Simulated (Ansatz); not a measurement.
Infrared modes and screening in KBr (NiAs type)

Perturbation theory with PBEsol in the PAW code Ansatz on the PBEsol cell, ground state and force constants on a 6×6×4 mesh. Simulation only: spin-unpolarised, and no claim that this is the phase found in nature.

It is hexagonal, P6_3/mmc (No. 194); a = 4.519 Å, c = 7.967 Å in the conventional setting, 35.23 Å³ an atom. K is surrounded by 6 Br at 3.28 Å; Br is surrounded by 6 K at 3.28 Å.

```
CELL_PARAMETERS angstrom
4.51937 0.00000 0.00000
-2.25969 3.91389 0.00000
0.00000 0.00000 7.96733
ATOMIC_POSITIONS crystal
K 0.00000 0.00000 0.00000
K 0.00000 0.00000 0.50000
Br 0.33333 0.66667 0.25000
Br 0.66667 0.33333 0.75000
```

Optical modes without the longitudinal term:
```json
{"ω (cm⁻¹)": "65", "degeneracy": "2", "IR intensity, summed over the level ((D/Å)²/amu)": "0.00"}
{"ω (cm⁻¹)": "83", "degeneracy": "2", "IR intensity, summed over the level ((D/Å)²/amu)": "0.00"}
{"ω (cm⁻¹)": "93", "degeneracy": "1", "IR intensity, summed over the level ((D/Å)²/amu)": "0.00"}
{"ω (cm⁻¹)": "107", "degeneracy": "2", "IR intensity, summed over the level ((D/Å)²/amu)": "4.28"}
{"ω (cm⁻¹)": "115", "degeneracy": "1", "IR intensity, summed over the level ((D/Å)²/amu)": "2.40"}
{"ω (cm⁻¹)": "155", "degeneracy": "1", "IR intensity, summed over the level ((D/Å)²/amu)": "0.00"}
```

All optical modes at Γ are real, from 65 to 155 cm⁻¹ without the longitudinal term; this says nothing of other wave vectors. With the long-range field the highest mode reaches 164 cm⁻¹. Of the real levels 2 are infrared active, the strongest at 107 cm⁻¹.

The clamped-ion dielectric constant comes out as 2.61 along x and y, 2.63 along z. With the ions relaxed, ε⁰ is 5.4 along all three axes, to this precision. Born charges, averaged over directions: K +1.13, Br -1.13 e.

For comparison, on the r2SCAN cell the mean ε∞ is 2.45 with r2SCAN (ground state on 6×6×4; least gap 4.99 eV), 2.55 with PBE (ground state on 6×6×4; least gap 4.35 eV).

The runs are scalar-relativistic, without spin-orbit coupling.
